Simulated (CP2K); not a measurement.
Runs of CP2K 2026.2 on Ga. Symmetry: I4/mmm, No. 139, tetragonal system. Conventional cell: a = 2.769 Å, b = 2.769 Å, c = 4.622 Å, α = 90.00°, β = 90.00°, γ = 90.00°. Ga (site symmetry 4/mmm) has 12 Ga at 2.77 to 3.03 Å as nearest neighbours. This isn't the form of Ga at room conditions, which is orthorhombic.

```tsv
level	gap on the mesh (eV)	pressure (GPa)
PBEsol	none	0.4
WC	none	1.1
revPBE	none	(b)
LDA	none	(a)
HLE17	none	-2.6
```

Alike in all rows: task atomic charges; potentials or basis POTENTIAL_UZH Ga GTH-PBE-q13; TZVP-MOLOPT-PBE-GTH basis; no spin polarisation; cell as given; k mesh 13 × 13 × 13; smearing fermi-dirac 0.05 eV.

Q: Fill in the values left out.

A: (a) -1.2; (b) 5.5.

Caveats: the potentials were made for another functional, which shifts forces and pressure; the basis of atomic orbitals isn't converged, which shifts pressures, moduli and gaps; the potentials were made for a functional far from this one (some runs).

A k mesh can miss the band edges, and the runs leave out spin-orbit coupling on Ga.

A gap of «none» marks a metal or a gap under the smearing width.
